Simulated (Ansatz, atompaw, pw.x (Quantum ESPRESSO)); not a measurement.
## What a changed setting does to a pw.x run (fcc Sb)

Potential: PAW, atompaw 4.2.0.5, PBE; core [Kr], reference 4d10 5s1.75 5p3.25; waves: 5s (bound): rc 2.10 bohr; 5s channel at -0.45 Ry: rc 2.10 bohr; 5p (bound): rc 2.10 bohr; 5p channel at 0.6 Ry: rc 1.95 bohr; 4d (bound): rc 2.10 bohr; 4d channel at -1.75 Ry: rc 2.10 bohr; local part: bessel scheme, radius 2.00 bohr; core correction: smooth core density matched at 2.05 bohr; augmentation: besselshape compensation charge, radius 1.80 bohr; PAW radius 2.10 bohr; waves and projectors: custom polynom vanderbiltortho.

The reference run (k-mesh 12³, cutoffs 70/700 Ry, Fermi–Dirac 0.01 Ry, mixing_beta 0.4, conv_thr 1e-9, no spin) gives 0.45 GPa at 27.596 Å³/atom, where all-electron LAPW gives -0.00 GPa. This run, with its own iteration cap, changes k-mesh points per axis to 8.

```
&control
  calculation='scf', prefix='x', pseudo_dir='./', outdir='./tmp', tstress=.true., disk_io='none'
/
&system
  ibrav=0, nat=1, ntyp=1, ecutwfc=70, ecutrho=700, nbnd=15,
  occupations='smearing', smearing='fd', degauss=0.01
/
&electrons
  conv_thr=1e-09, mixing_beta=0.4, electron_maxstep=70
/
ATOMIC_SPECIES
Sb 1.0 Sb.UPF
CELL_PARAMETERS angstrom
  0.00000000 2.39849443 2.39849443
  2.39849443 0.00000000 2.39849443
  2.39849443 2.39849443 0.00000000
ATOMIC_POSITIONS crystal
Sb 0.0000 0.0000 0.0000
K_POINTS automatic
8 8 8 0 0 0
```

```bash
pw.x < Sb.scf.in > Sb.scf.out
```

Question: How does the run end?

Answer: It converges in 6 iterations; the free energy moves by +3.2 meV/atom and the pressure by +0.05 GPa.

```
Message from routine setup:
     using ibrav=0 with symmetry is DISCOURAGED, use correct ibrav instead
     lattice parameter (alat)  =       6.4099  a.u.
     unit-cell volume          =     186.2270 (a.u.)^3
     number of electrons       =        15.00
     number of Kohn-Sham states=           15
     kinetic-energy cutoff     =      70.0000  Ry
     charge density cutoff     =     700.0000  Ry
     scf convergence threshold =      1.0E-09
     Exchange-correlation= SLA PW PBX PBC
     number of k points=    29  Fermi-Dirac smearing, width (Ry)=  0.0100
     iteration #  1     ecut=    70.00 Ry     beta= 0.40
     total energy              =    -475.81756125 Ry
     estimated scf accuracy    <       0.00058432 Ry
     iteration #  2     ecut=    70.00 Ry     beta= 0.40
     total energy              =    -475.81768045 Ry
     estimated scf accuracy    <       0.00017118 Ry
     iteration #  3     ecut=    70.00 Ry     beta= 0.40
     total energy              =    -475.81769827 Ry
     estimated scf accuracy    <       0.00000360 Ry
     iteration #  4     ecut=    70.00 Ry     beta= 0.40
     total energy              =    -475.81771576 Ry
     estimated scf accuracy    <       0.00000039 Ry
     iteration #  5     ecut=    70.00 Ry     beta= 0.40
     total energy              =    -475.81771615 Ry
     estimated scf accuracy    <       0.00000008 Ry
     iteration #  6     ecut=    70.00 Ry     beta= 0.40
     the Fermi energy is    11.4401 ev
!    total energy              =    -475.81771618 Ry
     estimated scf accuracy    <          6.8E-10 Ry
     smearing contrib. (-TS)   =      -0.00327196 Ry
     The total energy is F=E-TS. E is the sum of the following terms:
     one-electron contribution =     -65.33397894 Ry
     hartree contribution      =      44.50366352 Ry
     xc contribution           =     -18.91055235 Ry
     ewald contribution        =    -113.79972604 Ry
     one-center paw contrib.   =    -322.27385042 Ry
     convergence has been achieved in   6 iterations
          total   stress  (Ry/bohr**3)                   (kbar)     P=        5.00
     Message from routine punch:
     Nothing written, as per user request (disk_io='none')
```

The run took about 24 s on one core of a shared host (Intel(R) Xeon(R) Platinum 8488C, 96 threads, 372 GiB, load 66).
